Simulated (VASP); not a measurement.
Co, 5 atoms in the cell. It takes space group Cmmm (No. 65, orthorhombic). Conventional cell: a = 4.211 Å, b = 6.285 Å, c = 4.760 Å, α = 90.00°, β = 90.00°, γ = 90.00°. Co (site symmetry 2) is surrounded by 6 Co at 2.11 to 2.38 Å. Co (site symmetry mmm) has 8 Co at 2.23 Å as nearest neighbours. The cell was built by a generator and needn't be a form met in nature.

* Program: VASP 6.6.1
* Task: single point
* Functional: PBE
* Potentials or basis: VASP PAW PBE potentials, release 64 (Co)
* Cutoff: 520 eV
* k mesh: 6 × 6 × 4
* Occupations: gaussian, width 0.1 eV
* Spin: collinear spin, typed start
* Starting moments: [3.0, 3.0, 3.0, 3.0, 3.0] μB
* Dipole correction: no
* Further INCAR settings: ALGO = Normal; EDIFF = 1e-07; NBANDS = 34

Potentials or basis: VASP PAW PBE potentials, release 64 (Co).

Command:

```console
$ cat potpaw_PBE.64/Co/POTCAR > POTCAR
$ mpirun -np 1 vasp_std > vasp.out
```

Hardware: 1 thread of Intel(R) Xeon(R) Platinum 8488C (Sapphire Rapids), on a shared host.

Problem. How long does it take, and how much memory?

Solution. It took 2.5 min on 1 thread of Intel(R) Xeon(R) Platinum 8488C (Sapphire Rapids), with other jobs on the host, peak memory 0.26 GiB. Counts: scf iterations 21, k points 39.
